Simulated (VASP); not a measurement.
Input of a VASP 6.6.1 run:

Contents of INCAR:

```
PREC = Accurate
ENCUT = 600
EDIFF = 1E-6
ISMEAR = 0
SIGMA = 0.1
LREAL = False
LASPH = True
NELM = 100
ALGO = Normal
ISIF = 3
LWAVE = False
LCHARG = False
GGA = PE
IVDW = 12
IBRION = 2
NSW = 100
EDIFFG = -0.005
```

Contents of KPOINTS:

```
Automatic mesh
0
Gamma
  15 15 8
```

Contents of POSCAR:

```
Mg
1.0
    3.1720232863      0.0000000000      0.0000000000
   -1.5860116431      2.7470527473      0.0000000000
    0.0000000000      0.0000000000      5.1412049000
Mg
2
Direct
    0.3333333300      0.6666666700      0.2500000000
    0.6666666700      0.3333333300      0.7500000000
```

Potentials or basis: VASP PAW PBE potentials, release 64 (Mg).

Command:

```console
$ cat potpaw_PBE.64/Mg/POTCAR > POTCAR
$ mpirun -np 1 vasp_std > vasp.out
```

Q: What does it give for the relaxed cell?

A: a = 3.147 Å, b = 3.147 Å, c = 5.042 Å, α = 90.00°, β = 90.00°, γ = 120.00°.

Q: What does it give for the relaxed volume?

A: 21.63 Å³/atom.

Final structure:
```
Mg
1.0
     3.14745    0.00000    0.00000
    -1.57372    2.72577    0.00000
     0.00000    0.00000    5.04161
Mg
2
Cartesian
  0.0000 1.8172 1.2604
  1.5737 0.9086 3.7812
```

Caveat: pairwise dispersion overbinds metals, which lowers pressure and volume.
